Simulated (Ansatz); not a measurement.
Write the native input for Ansatz 0.2.0 that does the following.

| Item | Value |
| --- | --- |
| Task | band structure |
| Functional | LDA |
| Potentials or basis | Ansatz PAW |
| Cutoff | 420 eV (not typed: the program's choice for these potentials) |
| k mesh | 11 × 11 × 11 |
| Occupations | fermi-dirac, width 0.05 eV |
| Spin | no spin polarisation |
| Path | [["G", "H", "N", "G", "P", "H"], ["P", "N"]] |
| Points for each segment of the path | 14 |

The system is Ag.

```
Ag
1.0
    -1.65565    1.65565    1.65565
     1.65565   -1.65565    1.65565
     1.65565    1.65565   -1.65565
Ag
1
Direct
  0.00000 0.00000 0.00000
```

This isn't the form of Ag at room conditions, which is fcc.

These files were run (other wordings do the same):

input.yaml

```yaml
crystal:
  lattice:
    - [-1.655654, 1.655654, 1.655654]
    - [1.655654, -1.655654, 1.655654]
    - [1.655654, 1.655654, -1.655654]
  atoms:
    - { symbol: Ag, position: [0.0, 0.0, 0.0] }
hamiltonian:
  xc: lda
  pseudopotentials: { kind: paw }
kpoints:
  mp_grid: { grid: [11, 11, 11] }
  band_path:
    path:
      - [[0.0, 0.0, 0.0], [0.5, -0.5, 0.5], [0.0, 0.0, 0.5], [0.0, 0.0, 0.0], [0.25, 0.25, 0.25], [0.5, -0.5, 0.5]]
      - [[0.25, 0.25, 0.25], [0.0, 0.0, 0.5]]
    npoints: 14
scf:
  occupations: { method: fermi_dirac, width: 0.05 }
  n_extra_bands: 6
output:
  forces: true
  stress: true
  eigenvalues: true
  fatbands: true
```

Potentials or basis: Ansatz PAW.

The run is started by

```sh
$ ansatz run input.yaml --threads 2 --pin off --max-ram 5632MiB --backend cpu --events-out ev --progress --plain --runs-dir out
```

Results of the run:

```
Pressure               : -11.5 GPa
Band gap on the k mesh : none (metal or under the smearing width)
```

Caveat: the PAW data sets come from PBE, with cores solved anew for the run's functional, which leaves a small shift of forces and pressure.

Run time: 0.85 s on 2 threads of Arm Neoverse V2, with other jobs on the host, peak memory 0.25 GiB.
